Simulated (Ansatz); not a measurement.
NbAs:

```xyz
4
Lattice="-1.7259 1.7259 5.8400 1.7259 -1.7259 5.8400 1.7259 1.7259 -5.8400" Properties=species:S:1:pos:R:3 pbc="T T T"
Nb    0.0000    1.7259    0.0000
Nb    0.0000    0.0000    8.7600
As    0.0000    1.7259    4.8589
As    0.0000    0.0000    1.9389
```

Base run:

| Property | Result |
| --- | --- |
| Program | Ansatz 0.2.0 |
| Functional | PBEsol |
| Potentials or basis | Ansatz PAW |
| Cutoff | 420 eV (not typed: the program's choice for these potentials) |
| k mesh | 11 × 11 × 11 |
| Occupations | fermi-dirac, width 0.05 eV |
| Spin | no spin polarisation |
| Hubbard terms | Nb d U = 4 eV |

Its results: band gap on the k mesh none (metal or under the smearing width); pressure -0.9 GPa; largest force 0.271 eV/Å.

**Question.** After a change of settings the same cell gave: band gap on the k mesh none (metal or under the smearing width); pressure -0.3 GPa; largest force 0.237 eV/Å. Which change was it?
A. hubbard terms from Nb d U = 4 eV to Nb d U = 2 eV
B. hubbard terms from Nb d U = 4 eV to Nb d U = 5 eV
C. hubbard terms from Nb d U = 4 eV to none; hubbard projectors from ortho-atomic (the default) to none

**Answer.** B.

Caveats: U without spin polarisation on a metal has little footing; the PAW data sets come from PBE, with cores solved anew for the run's functional, which leaves a small shift of forces and pressure; the U is typed as a test and isn't derived for this compound.
